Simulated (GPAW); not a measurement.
Crystal: Ti.

```
CELL_PARAMETERS angstrom
-1.64100 1.64100 1.64100
1.64100 -1.64100 1.64100
1.64100 1.64100 -1.64100
ATOMIC_POSITIONS crystal
Ti 0.00000 0.00000 0.00000
```

This isn't the form of Ti at room conditions, which is hcp.

Program: GPAW 26.7.0. Alike in all runs: task band structure; no spin polarisation; cell as given; k mesh 11 × 11 × 11; cutoff (eV) 600; smearing fermi-dirac 0.05 eV.

**Question.** Order these runs on this cell by their pressure, lowest first.
A. level revTPSS; potentials or basis GPAW PAW data sets (gpaw-data 1.2.1), pw; eigensolver davidson; band points 60
B. level BLYP; potentials or basis PAW data sets generated in the run's folder for this functional, pw; eigensolver davidson; band points 80
C. level PBEsol; potentials or basis PAW data sets generated in the run's folder for this functional, pw; band points 100
D. level LDA; potentials or basis the program's PAW data sets (release 1.2.1) made for this functional, pw; band points 80
E. level r2SCAN; potentials or basis GPAW PAW data sets (gpaw-data 1.2.1), pw; band points 60

**Answer.** D (-11.4 GPa), C (-7.2 GPa), A (-5.7 GPa), E (-3.1 GPa), B (-0.9 GPa).

Caveats: the PAW data sets were made with another functional, which shifts forces and pressure a little (some runs).

Not every run made on this cell is shown here.
